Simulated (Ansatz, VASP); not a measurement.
**Two plane-wave programs on KF**

```xyz
2
Lattice="0.0000 2.6590 2.6590 2.6590 0.0000 2.6590 2.6590 2.6590 0.0000" Properties=species:S:1:pos:R:3 pbc="T T T"
K     0.0000    0.0000    0.0000
F     2.6590    2.6590    2.6590
```

Alike in both runs: task single point; functional LDA; k mesh 4 × 4 × 4; no spin polarisation.

```csv
,VASP,Ansatz
version,VASP 6.6.1,Ansatz 0.2.0
potentials or method,"VASP PAW LDA potentials, release 64 (K_sv, F)","plane waves, PAW"
plane-wave cutoff (eV),520,420
occupations,"gaussian, width 0.01 eV",fixed
valence electrons in the cell,16,16
```

```tsv
	VASP	Ansatz	Ansatz less VASP
gap on the k mesh at the Fermi level (eV)	5.87	5.88	+0.017
```

Caveats: the k mesh is coarse (spacing up to 0.51 Å⁻¹), so the values aren't converged. Expect the measured gap to be larger: semilocal functionals such as LDA lack the derivative discontinuity.
